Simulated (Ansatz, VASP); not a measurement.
## Two plane-wave programs on BeTe

```xyz
2
Lattice="0.0000 2.7774 2.7774 2.7774 0.0000 2.7774 2.7774 2.7774 0.0000" Properties=species:S:1:pos:R:3 pbc="T T T"
Be    0.0000    0.0000    0.0000
Te    1.3887    1.3887    1.3887
```

Alike in both runs: task single point; functional LDA; k mesh 8 × 8 × 8; occupations gaussian, width 0.02 eV; no spin polarisation.

|  | VASP | Ansatz |
| --- | --- | --- |
| version | VASP 6.6.1 | Ansatz 0.2.0 |
| potentials or method | VASP PAW LDA potentials, release 64 (Be, Te) | scalar-relativistic, plane waves, PAW |
| plane-wave cutoff (eV) | 520 | 420 |
| valence electrons in the cell | 8 | 18 |

|  | VASP | Ansatz | Ansatz less VASP |
| --- | --- | --- | --- |
| gap on the k mesh at the Fermi level (eV) | 1.77 | 1.79 | +0.020 |
| least direct gap on the mesh (eV) | 3.55 | 3.59 | +0.037 |
| pressure (GPa) | 0.3 | 0.0 | -0.27 |

The two sets of potentials don't hold the same shells in valence.

Caveats: spin-orbit coupling is left out, which moves the levels of the heavy elements. A k mesh can miss the band edges.
